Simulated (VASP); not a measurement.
A run of VASP 6.6.1:

INCAR

```
  PREC = Accurate
  ENCUT = 520
  EDIFF = 1E-6
  ISMEAR = 0
  SIGMA = 0.05
  LREAL = F
  LASPH = T
  NELM = 150
  ALGO = Normal
  ISIF = 2
  LWAVE = F
  LCHARG = T
  ISPIN = 2
  MAGMOM = 4 4 0 0
  LORBIT = 11
  LMAXMIX = 4
  LDAU = T
  LDAUTYPE = 2
  LDAUL = 2 -1
  LDAUU = 3 0
  LDAUJ = 0 0
  LDAUPRINT = 1
  GGA = PE
  LELF = T
  LVHAR = T
  NBANDS = 31
```

KPOINTS

```
Automatic mesh
0
Gamma
  6 6 4
```

The input POSCAR:

```
MnO
1.0
    3.3717001900      0.0000000000      0.0000000000
   -1.6858500900      2.9199780200      0.0000000000
    0.0000000000      0.0000000000      5.3854988200
Mn O
2 2
Direct
    0.3333333333      0.6666666667      0.0109600000
    0.6666666667      0.3333333333      0.5109600000
    0.3333333333      0.6666666667      0.3754700000
    0.6666666667      0.3333333333      0.8754700000
```

Potentials or basis: VASP PAW PBE potentials, release 64 (Mn_pv, O).

The run is started by

```console
$ cat potpaw_PBE.64/Mn_pv/POTCAR potpaw_PBE.64/O/POTCAR > POTCAR
$ mpirun -np 1 vasp_std > vasp.out
```

Hardware: 1 thread of Intel(R) Xeon(R) Platinum 8488C (Sapphire Rapids) (shared host).

**Question.** Estimate the wall time of this run.

**Answer.** Run time: 51 s on 1 thread of Intel(R) Xeon(R) Platinum 8488C (Sapphire Rapids) (shared host), peak memory 0.22 GiB. Counts: scf iterations 16, k points 21.
